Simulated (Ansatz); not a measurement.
# AlAs: stiffness from strained cells, part 3 of 3

How stiff is the crystal, and how unevenly? Runs: cell and atoms relaxed (PAW); reference run (PAW and LAPW).

Ansatz 0.2.0; DFT PBEsol. The steps go on from the part before.

### 4 Reference run, LAPW

Contents of input.yaml:

```yaml
crystal:
  lattice:
    - [0.0, 2.83733127634, 2.83733127634]
    - [2.83733127634, 0.0, 2.83733127634]
    - [2.83733127634, 2.83733127634, 0.0]
  atoms:
    - { symbol: Al, position: [0.0, 0.0, 0.0] }
    - { symbol: As, position: [0.75, 0.75, 0.75] }
kpoints:
  mp_grid: { grid: [8, 8, 8] }
scf:
  occupations: { method: fixed }
hamiltonian:
  xc: pbesol
  pseudopotentials: { kind: all_electron, lapw: { basis_error: 0.001 } }
elastic:
  mode: relaxed_ion
  stencil: four_point
  amplitude: 0.003
```

Command:

```bash
ansatz run input.yaml --threads 1 --pin off --max-ram 2560MiB --backend cpu --events-out ev --progress --plain --runs-dir out
```

Output:

```text
LAPW: plane waves up to 8.539 Å⁻¹, error target 1.0e-3 eV per atom; small_component_spin mean_spin; Al in spheres of 1.109 Å, 11 of its electrons in bands, Dirac shells []; As in spheres of 1.275 Å, 23 of its electrons in bands, Dirac shells [] (how accurate: hamiltonian.pseudopotentials.lapw.basis_error, Limitations)
Engine: ansatz 0.2.0
Pseudopotentials: kind: all_electron
Pseudopotential: Al, LAPW, valence charge 11, lapw/all_electron/scalar/gaussian/Al, Koelling and Harmon's equation, gaussian nucleus
Pseudopotential: As, LAPW, valence charge 23, lapw/all_electron/scalar/gaussian/As, Koelling and Harmon's equation, gaussian nucleus
Functional definition: PBEsol
  exchange = pbesol_x
  correlation = pbesol_c
davidson cushion auto → on  (no smearing: the cushion is to keep the highest requested band from converging to the state above it; pin scf.eigensolver.cushion to override)
Crystal: 2 atoms, lattice volume = 45.684 Å³
Basis set: ecut = 277.811444490923 eV, 531 PW (Γ), exchange–correlation at level 2
Bands: 21, of which v1, the nominal top of the filled ones, is band 17 counted from 1 (16 counted from 0)
Symmetry: 24 space group operations
Space group: F-43m (ITA 216), of the structure as read, at distance tolerance 3.6e-5 Å
k-points: 29 of 512 (time reversal used)
Non-local potential: Al, projectors of the file, none
Non-local potential: As, projectors of the file, none
Initial density: superposition of atomic densities (chi_scale 0.1, normalization cell, long waves kept (reshape's long-wave potential 0.00 eV rms))
Initial wavefunctions: plane waves of lowest kinetic energy (no species holds an atomic orbital)
Functional: x = pbesol(κ = 0.804, μ = 0.12345679012345678), c = pbesol(β = 0.046)
iter 1 solved again at ethr=2.48e-3 eV; its pass at ethr=1.00e-1 eV (dr2=8.44e-1 eV) is discarded
SCF iter   1: F=—  HF=-68076.521071 eV  |F-HF|=—  |Δ(HF+E_count)|=         —  Δρ=3.55e-2  dr2=8.45e-1  ethr=2.48e-3  ⟨swp⟩=2.0  Hψ=3965  notcnv=0
preconditioner: auto → none  [insulator: Δε(μ)=1.887 eV  Ē_g=10.104 eV  n_scr=14 (ndim 8)  ℏωp=15.5 eV  f_vac=0.014  ε∞_Penn≈3.4]
iter 2 solved again at ethr=1.93e-4 eV; its pass at ethr=2.48e-3 eV (dr2=6.55e-2 eV) is discarded
SCF iter   2: F=—  HF=-68076.296912 eV  |F-HF|=—  |Δ(HF+E_count)|=   2.24e-1  Δρ=1.28e-2  dr2=6.54e-2  ethr=1.93e-4  ⟨swp⟩=2.0  Hψ=3142  notcnv=0
SCF iter   3: F=—  HF=-68076.283345 eV  |F-HF|=—  |Δ(HF+E_count)|=   1.36e-2  Δρ=4.18e-3  dr2=8.51e-3  ethr=1.92e-4  ⟨swp⟩=2.0  Hψ=1772  notcnv=0
SCF iter   4: F=—  HF=-68076.281526 eV  |F-HF|=—  |Δ(HF+E_count)|=         —  Δρ=6.85e-4  dr2=1.14e-4  ethr=2.50e-5  ⟨swp⟩=2.1  Hψ=1776  notcnv=0
the basis was enlarged: its passes take 151.9 KiB over the memory plan, 1 of 1 planned eigensolver slots
SCF iter   5: F=—  HF=-68076.281370 eV  |F-HF|=—  |Δ(HF+E_count)|=   1.56e-4  Δρ=1.69e-4  dr2=9.89e-6  ethr=3.37e-7  ⟨swp⟩=3.0  Hψ=1919  notcnv=0
SCF iter   6: F=—  HF=-68076.281375 eV  |F-HF|=—  |Δ(HF+E_count)|=   4.26e-6  Δρ=2.27e-5  dr2=1.31e-7  ethr=2.91e-8  ⟨swp⟩=3.0  Hψ=1941  notcnv=0
SCF iter   7: F=—  HF=-68076.281375 eV  |F-HF|=—  |Δ(HF+E_count)|=   1.70e-7  Δρ=4.03e-6  dr2=5.60e-9  ethr=3.86e-10  ⟨swp⟩=3.1  Hψ=1987  notcnv=0
SCF iter   8: F=—  HF=-68076.281375 eV  |F-HF|=—  |Δ(HF+E_count)|=   7.44e-9  Δρ=4.16e-7  dr2=9.07e-11  ethr=1.65e-11  ⟨swp⟩=3.1  Hψ=2007  notcnv=0
SCF iter   9: F=—  HF=-68076.281375 eV  |F-HF|=—  |Δ(HF+E_count)|=  1.89e-10  Δρ=3.15e-8  dr2=8.33e-13  ethr=2.59e-12 (applied; sched 1.00e-12)  ⟨swp⟩=2.9  Hψ=1832  notcnv=0
SCF iter  10: F=-68076.281375 eV  HF=-68076.281375 eV  |F-HF|=2.91e-11  |Δ(HF+E_count)|=  8.73e-11  Δρ=5.95e-9  dr2=2.57e-14  ethr=2.51e-12 (applied; sched 1.00e-12)  ⟨swp⟩=2.0  Hψ=1772  notcnv=0
SCF 1 converged in 10 iterations: F = -68076.281375 eV  dr2 = 2.57e-14
[... 2 lines left out ...]
Symmetry: 8 space group operations
k-points: 59 of 512 (time reversal used)
[... 13 lines left out ...]
SCF 2 converged in 8 iterations: F = -68076.280847 eV  dr2 = 1.05e-14
[... 13 lines left out ...]
SCF 3 converged in 8 iterations: F = -68076.281250 eV  dr2 = 2.42e-15
[... 13 lines left out ...]
SCF 4 converged in 8 iterations: F = -68076.281223 eV  dr2 = 2.99e-15
[... 13 lines left out ...]
SCF 5 converged in 8 iterations: F = -68076.280795 eV  dr2 = 1.25e-14
[... 2 lines left out ...]
Symmetry: 4 space group operations
k-points: 95 of 512 (time reversal used)
[... 10 lines left out ...]
[... 58 lines left out ...]
[... 3 lines left out ...]
SCF 12 converged in 2 iterations: F = -68076.281309 eV  dr2 = 1.03e-14
[... 10 lines left out ...]
SCF 13 converged in 8 iterations: F = -68076.281279 eV  dr2 = 8.32e-15
relax step   1: F+E_penalty+E_count = -68076.28127874 eV  Δ(F+E_penalty+E_count) = +0.000e0 eV  max|allowed force component| = 2.340e-2 eV/Å  Δτ_max = 0.0000 Å  (8 SCF iters, accepted)
[... from here on, the SCF cycles and remarks between the steps are left out, and one step in 2 is shown ...]
relax step   2: F+E_penalty+E_count = -68076.28130888 eV  Δ(F+E_penalty+E_count) = -3.014e-5 eV  max|allowed force component| = 2.777e-7 eV/Å  Δτ_max = 0.0013 Å  (6 SCF iters, accepted)
relax step   2: F+E_penalty+E_count = -68076.28111084 eV  Δ(F+E_penalty+E_count) = -1.205e-4 eV  max|allowed force component| = 3.731e-6 eV/Å  Δτ_max = 0.0026 Å  (8 SCF iters, accepted)
[... 3 lines left out ...]
SCF 18 converged in 2 iterations: F = -68076.281111 eV  dr2 = 1.50e-16
SCF converged after 10 iterations
Free energy (F): -68076.281375 eV
Harris-Foulkes:  -68076.281375 eV  (|F-HF|=2.91e-11)
Internal energy: -68076.281375 eV  (E = F + TS)
E sigma→0 (E₀):  -68076.281375 eV
Fermi energy:    7.181402 eV
--- Per-component energies (eV) ---
  E_band       = -1857.440877
  E_kinetic    = 69453.768136
  E_xc         = -2732.005935
  E_electrostatic = -134798.043577  (all electrons and nuclei)
  E_smearing   = -0.000000  (= −TS)
  E_closure    = 0.000000  (closes the sum)
  E_atoms      = -68066.213488  (free atoms, spherical and without spin; not in F)
  Σ components = -68076.281375   (vs F -68076.281375, Δ=0.00e0)
  Basis errors (estimates in eV, not in F): energy 4.3e-4 per atom: plane waves 3.9e-4 (2.4e-4 summed), levels above the bands 0.0e0, relativity 6.5e-9, radial functions 3.5e-5, core shells 4.6e-11; eigenvalues (radial functions only) 4.3e-7; not estimated: angular momenta, meshes, grids; target (lapw.basis_error) 1.0e-3; muffin-tin radii Al 1.109 Å, As 1.275 Å
--- Forces (eV/Å), atoms counted from 1 ---
  atom   1  Al    -0.00000000     0.00000000    -0.00000000
  atom   2  As     0.00000000    -0.00000000     0.00000000
  max |Σ_I F_I| component: 1.73e-17 eV/Å
--- Stress (GPa, compression-positive) ---
       -0.016067       0.000000       0.000000
        0.000000      -0.016067       0.000000
        0.000000       0.000000      -0.016067
  P = ⅓ Tr σ = -0.0161 GPa (-0.161 kbar)
--- Band table (eV; the first three rows and the last of 29) ---
  k-point 0: bands = ["-176.3983", "-119.9593", "-119.9593", "-119.9593", "-95.3456", "-57.0250", "-57.0250", "-57.0250", "-27.2238", "-27.2238", "-27.2238", "-27.2131", "-27.2131", "-4.6691", "7.1814", "7.1814", "7.1814", "9.0877", "11.4402", "11.4402", "11.4402"]
  k-point 1: bands = ["-176.3983", "-119.9593", "-119.9593", "-119.9593", "-95.3456", "-57.0250", "-57.0249", "-57.0249", "-27.2237", "-27.2236", "-27.2236", "-27.2131", "-27.2131", "-4.5175", "5.7378", "7.0213", "7.0213", "9.8660", "11.7207", "11.7207", "11.8136"]
  k-point 2: bands = ["-176.3983", "-119.9593", "-119.9593", "-119.9593", "-95.3456", "-57.0250", "-57.0250", "-57.0250", "-27.2237", "-27.2233", "-27.2233", "-27.2130", "-27.2130", "-4.0969", "3.7877", "6.7056", "6.7056", "9.7063", "12.0572", "12.0572", "13.5143"]
  k-point 28: bands = ["-176.3983", "-119.9593", "-119.9593", "-119.9593", "-95.3456", "-57.0251", "-57.0251", "-57.0250", "-27.2235", "-27.2230", "-27.2220", "-27.2133", "-27.2126", "-2.6919", "2.1185", "4.0007", "4.3539", "11.4184", "12.7667", "12.8067", "13.1602"]
--- Elastic constants: 2 strain directions × 4 members + reference (group order 24) ---
  dense FFT box of the reference and of every strained cell: 24×24×24
  strains applied: 11, 23; error gains: componentwise 1.00 (the most a stress slope's error grows in a printed constant), spectral 1.73 (1 for all six strains in a standard setting)
  C = ∂σ_k/∂η_j (tension-positive GPa; Voigt order 11 22 33 23 13 12):
       107.882     54.045     54.045     -0.000      0.000      0.000
        54.045    107.882     54.045      0.000      0.000     -0.000
        54.045     54.045    107.882      0.000      0.000      0.000
         0.000     -0.000      0.000     51.454      0.000     -0.000
        -0.000     -0.000      0.000     -0.000     51.454      0.000
        -0.000      0.000      0.000     -0.000      0.000     51.454
  reference stress σ⁰ (GPa):      0.016      0.016      0.016     -0.000     -0.000     -0.000
  no Pulay correction (none for the plane-wave cutoff is built on LAPW): the batch's stresses and constants are at fixed plane waves
  C* (energy form; C + prestress term) asymmetry max|C*_kj − C*_jk| = 1.421e-14 GPa — a small one proves nothing (zero by symmetry where the batch's group is 432, −43m or m−3m); a large one is finite-difference/SCF noise where every solve meets its electron count
  moduli (Voigt/Reuss/Hill, GPa): K = 71.99/71.99/71.99   G = 41.64/37.71/39.67   E = 100.55   ν = 0.267
  mechanically stable: yes (min eigenvalue of sym C = 51.45 GPa)
  where every solve meets its electron count the energy-path curvature estimates C_jj along a normal strain and C_jj − ¼(σ⁰_aa + σ⁰_bb) along a shear (ab), closely only under elastic.basis: deformed
  strain η (Voigt 11):  stress-route row diagonal C_11 = 107.88 GPa, energy-path curvature d²(F+E_count)/dδ²/Ω₀ = 107.88 GPa
    cells at ±δ against ±2δ: C21 54.05 and 54.06 GPa, apart by 0.01 % of the column's largest entry
         δ    σ_11 (GPa)             F (eV)   n_scf  n_hpsi   n_pw
    -6.000e-3      -0.6340      -68076.2808471       8   39925    531   relax 0 steps, max|allowed force component| 1.30e-17 eV/Å
    -3.000e-3      -0.3083      -68076.2812500       8   39948    531   relax 0 steps, max|allowed force component| 1.73e-17 eV/Å
     3.000e-3       0.3390      -68076.2812229       8   39794    531   relax 0 steps, max|allowed force component| 1.73e-17 eV/Å
     6.000e-3       0.6605      -68076.2807953       8   39830    531   relax 0 steps, max|allowed force component| 2.08e-17 eV/Å
  strain η (Voigt 23):  stress-route row diagonal C_44 = 51.45 GPa, energy-path curvature d²(F+E_count)/dδ²/Ω₀ = 51.45 GPa
    cells at ±δ against ±2δ: C44 51.45 and 51.46 GPa, apart by 0.00 % of the column's largest entry
         δ    σ_23 (GPa)             F (eV)   n_scf  n_hpsi   n_pw
    -6.000e-3      -0.3087      -68076.2811108       2   14609    531   relax 3 steps, max|allowed force component| 2.34e-7 eV/Å
    -3.000e-3      -0.1544      -68076.2813089       2   14609    531   relax 2 steps, max|allowed force component| 1.12e-6 eV/Å
     3.000e-3       0.1544      -68076.2813089       2   14612    531   relax 2 steps, max|allowed force component| 2.78e-7 eV/Å
     6.000e-3       0.3087      -68076.2811108       2   14616    531   relax 2 steps, max|allowed force component| 3.73e-6 eV/Å
```

It took 3 min on 1 thread of Intel Xeon 6975P-C (Granite Rapids), shared host; peak memory 0.44 GiB.

C in GPa (Voigt order xx, yy, zz, yz, xz, xy):

```
107.9  54.0  54.0   0.0   0.0   0.0
 54.0 107.9  54.0   0.0   0.0   0.0
 54.0  54.0 107.9   0.0   0.0   0.0
  0.0   0.0   0.0  51.5   0.0   0.0
  0.0   0.0   0.0   0.0  51.5   0.0
  0.0   0.0   0.0   0.0   0.0  51.5
```

### 5 All runs together

```
               run    C11   C12   C44     K     G      E  Poisson ratio
 ions relaxed, PAW  108.0  54.4  51.5  72.3  39.6  100.5          0.268
ions relaxed, LAPW  107.9  54.0  51.5  72.0  39.7  100.5          0.267
```

Constants and moduli in GPa; K, G and E are Hill averages.

### 6 Summary of results

The summary covers parts 1 to 3.

```
                           quantity            value
                          C11 (PAW)          108 GPa
                          C12 (PAW)           54 GPa
                          C44 (PAW)           51 GPa
    bulk, shear and Young's modulus  72, 40, 100 GPa
Debye temperature from sound speeds            379 K
         universal anisotropy index             0.53
```

**Reading.** All eigenvalues are positive, so the crystal is mechanically stable; by PAW K = 72 and G = 40 GPa, K/G = 1.82, on the ductile side of Pugh's rough line at 1.75, which was drawn for metals. Young's modulus runs from 72 to 125 GPa with direction. Cautions: frozen-core PAW files fitted under PBE, their cores solved anew for the functional of the run; constants at zero field, no piezoelectric stiffening.
